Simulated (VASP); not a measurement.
**SrO (strained rocksalt), PBE single-point calculation: Ansatz's output and VASP's**

```xyz
2
Lattice="-0.0870 2.5703 2.5703 2.5703 -0.0870 2.5703 2.5703 2.5703 -0.0870" Properties=species:S:1:pos:R:3 pbc="T T T"
Sr    0.0000    0.0000    0.0000
O     2.5269    2.5269    2.5269
```

Ansatz printed

```
SCF 1 converged in 7 iterations: F = -4114.606678 eV  dr2 = 8.50e-9
  greatest PAW one-centre occupation: 0.987 electrons in one spin orbital (limit 2), on the Sr atom at site 0 (counted from 0), in its partial waves of l = 0
NSCF: frozen V_eff on 7 k-points
SCF converged after 7 iterations
Free energy (F): -4114.606678 eV
Harris-Foulkes:  -4114.606678 eV  (|F-HF|=7.42e-9)
Internal energy: -4114.606678 eV  (E = F + TS)
E sigma→0 (E₀):  -4114.606678 eV
Fermi energy:    9.111058 eV
--- Per-component energies (eV) ---
  E_band       = -67.450078
  E_kinetic    = 421.450854
  E_local      = -886.573775  (includes V_loc(G=0)·N_el)
  E_nonlocal   = 249.970842
  E_hartree    = 240.993500
  E_xc         = -248.908331
  E_vxc        = -258.532798  (∫ρ·V_xc dr)
  E_paw        = -2852.217595  (= ΣΔE_a)
  E_vpaw       = -75.753334  (= ΣTr[D̂ρ^β])
  E_aug_tail   = 0.002389  (compensation charges beyond the density's cutoff)
  E_ewald      = -1039.324562
  E_smearing   = -0.000000  (= −TS)
  E_closure    = 0.000000  (closes the sum)
  Σ components = -4114.606678   (vs F -4114.606678, Δ=0.00e0)
--- Forces (eV/Å), atoms counted from 1 ---
  atom   1  Sr    -0.00000000    -0.00000000     0.00000000
  atom   2  O     -0.00000000    -0.00000000    -0.00000000
  max |Σ_I F_I| component: 1.90e-29 eV/Å
--- Stress (GPa, compression-positive) ---
       -1.544654       1.653899       1.653899
        1.653899      -1.544654       1.653899
        1.653899       1.653899      -1.544654
  P = ⅓ Tr σ = -1.5447 GPa (-15.447 kbar)
--- Band table (eV; the first three rows and the last of 65) ---
  k-point 0: bands = ["-25.0843", "-7.5798", "-6.7719", "-6.7719", "-6.7559", "7.3947", "7.3947", "7.4988", "11.0686", "13.3414", "13.3414", "13.9967"]
  k-point 1: bands = ["-25.0690", "-7.9531", "-6.7784", "-6.7707", "-6.4351", "6.9718", "7.2156", "7.3293", "11.7333", "13.2910", "13.6092", "14.2208"]
  k-point 2: bands = ["-25.0317", "-8.4925", "-6.8023", "-6.7938", "-5.9874", "6.1950", "6.8263", "6.9819", "13.0797", "13.3990", "14.3307", "14.9600"]
  k-point 64: bands = ["-24.9530", "-8.9937", "-6.8713", "-6.8713", "-5.7112", "5.3769", "6.2670", "6.2670", "13.8898", "15.5404", "16.2390", "16.2390"]
```

Each program uses its own PAW datasets. VASP's cell holds 16 valence electrons and Ansatz's 16. Ansatz's stress includes a Pulay correction; VASP's doesn't.

Problem. What does VASP give for the same cell and level of theory?

Solution. gap between bands v and c 3.20 eV; least direct gap 3.35 eV; pressure -1.1 GPa.

From OUTCAR

```
k-points           NKPTS =     65   k-points in BZ     NKDIM =     65   number of bands    NBANDS=     15

   NELECT =      16.0000    total number of electrons

   dimension x,y,z NGX =    28 NGY =   28 NGZ =   28
   dimension x,y,z NGXF=    56 NGYF=   56 NGZF=   56

  energy-cutoff  :      520.00
  volume of cell :       35.69
      direct lattice vectors                 reciprocal lattice vectors
    -0.086952512  2.570336584  2.570336584    -0.184924245  0.191399130  0.191399130
     2.570336584 -0.086952512  2.570336584     0.191399130 -0.184924245  0.191399130
     2.570336584  2.570336584 -0.086952512     0.191399130  0.191399130 -0.184924245

 k-points in reciprocal lattice and weights: KPOINTS created by Atomic Simulation Env
   0.00000000  0.00000000  0.00000000       0.002
   0.12500000  0.00000000 -0.00000000       0.012
   0.25000000  0.00000000 -0.00000000       0.012
   0.37500000 -0.00000000 -0.00000000       0.012
   0.50000000  0.00000000 -0.00000000       0.006
   0.12500000  0.12500000 -0.00000000       0.012
   0.25000000  0.12500000 -0.00000000       0.023
   0.37500000  0.12500000 -0.00000000       0.023
   ...

 E-fermi :   2.0202

 k-point     1 :       0.0000    0.0000    0.0000
  band No.  band energies     occupation
      1     -31.1405      2.00000
      2     -13.5815      2.00000
      3     -12.8257      2.00000
      4     -12.8257      2.00000
      5     -12.8129      2.00000
      6       1.4177      2.00000
      7       1.4177      2.00000
      8       1.5213      2.00000
      9       5.0700      0.00000
     10       7.3188      0.00000
     11       7.3188      0.00000
     12       7.9729      0.00000
     13       9.6250      0.00000
     14       9.6250      0.00000
     15      13.9304      0.00000

 k-point     2 :       0.1250    0.0000   -0.0000
  band No.  band energies     occupation
      1     -31.1252      2.00000
      2     -13.9681      2.00000
      3     -12.8322      2.00000
      4     -12.8274      2.00000
      5     -12.4752      2.00000
      6       0.9897      2.00000
      7       1.2339      2.00000
      8       1.3476      2.00000
      9       5.7357      0.00000
     10       7.2780      0.00000
     11       7.5894      0.00000
     12       8.2004      0.00000
     13       9.9906      0.00000
     14       9.9958      0.00000
     15      14.8131      0.00000

 k-point     3 :       0.2500    0.0000   -0.0000
  band No.  band energies     occupation
      1     -31.0881      2.00000
      2     -14.5132      2.00000
      3     -12.8589      2.00000
      4     -12.8478      2.00000
      5     -12.0198      2.00000
      6       0.2039      2.00000
      7       0.8352      2.00000
      8       0.9914      2.00000
      9       7.0805      0.00000
     10       7.4021      0.00000
     11       8.3158      0.00000
     12       8.9449      0.00000
     13      10.9250      0.00000
     14      10.9268      0.00000
     15      16.5430      0.00000

 k-point     4 :       0.3750   -0.0000   -0.0000
  band No.  band energies     occupation
      1     -31.0504      2.00000
      2     -14.9079      2.00000
      3     -12.8899      2.00000
      4     -12.8630      2.00000
      5     -11.7148      2.00000
      6      -0.4101      2.00000
      7       0.4845      2.00000
      8       0.6781      2.00000
      9       7.5082      0.00000
     10       8.7546      0.00000
     11       9.1915      0.00000
     12       9.8591      0.00000
     13      12.0757      0.00000
     14      12.1124      0.00000
     15      16.1418      0.00000

 k-point     5 :       0.5000    0.0000   -0.0000
  band No.  band energies     occupation
      1     -31.0347      2.00000
      2     -15.0504      2.00000
      3     -12.9025      2.00000
      4     -12.8692      2.00000
      5     -11.6091      2.00000
      6      -0.6360      2.00000
      7       0.3501      2.00000
      8       0.5579      2.00000
      9       7.6952      0.00000
     10       9.4959      0.00000
     11       9.6158      0.00000
     12      10.2840      0.00000
     13      12.8181      0.00000
     14      12.8794      0.00000
     15      15.4046      0.00000

 k-point     6 :       0.1250    0.1250   -0.0000
  band No.  band energies     occupation
      1     -31.1190      2.00000
      2     -13.9959      2.00000
      3     -12.8754      2.00000
      4     -12.8612      2.00000
      5     -12.4157      2.00000
      6       0.7311      2.00000
      7       1.3444      2.00000
      8       1.4224      2.00000
      9       5.8179      0.00000
     10       6.8747      0.00000
     11       7.9491      0.00000
     12       8.3715      0.00000
     13       9.8241      0.00000
     14      10.3567      0.00000
     15      15.1667      0.00000

 ...

  Total       -0.2408470     -0.2408470     -0.2408470      0.3680100      0.3680100      0.3680100
  in kB      -10.8134196    -10.8134196    -10.8134196     16.5227129     16.5227129     16.5227129
  external PRESSURE =     -10.8134196 kB  Pullay stress =       0.0000000 kB

 POSITION                                       TOTAL-FORCE (eV/Angst)
 -----------------------------------------------------------------------------------
      0.00000      0.00000      0.00000         0.000000      0.000000     -0.000000
      2.52686      2.52686      2.52686        -0.000000     -0.000000      0.000000
 -----------------------------------------------------------------------------------
    total drift:                                0.000000      0.000000      0.000000

  FREE ENERGIE OF THE ION-ELECTRON SYSTEM (eV)
  ---------------------------------------------------
  free  energy   TOTEN  =       -12.0349292469 eV

  energy  without entropy=      -12.0349292469  energy(sigma->0) =      -12.03492925
```
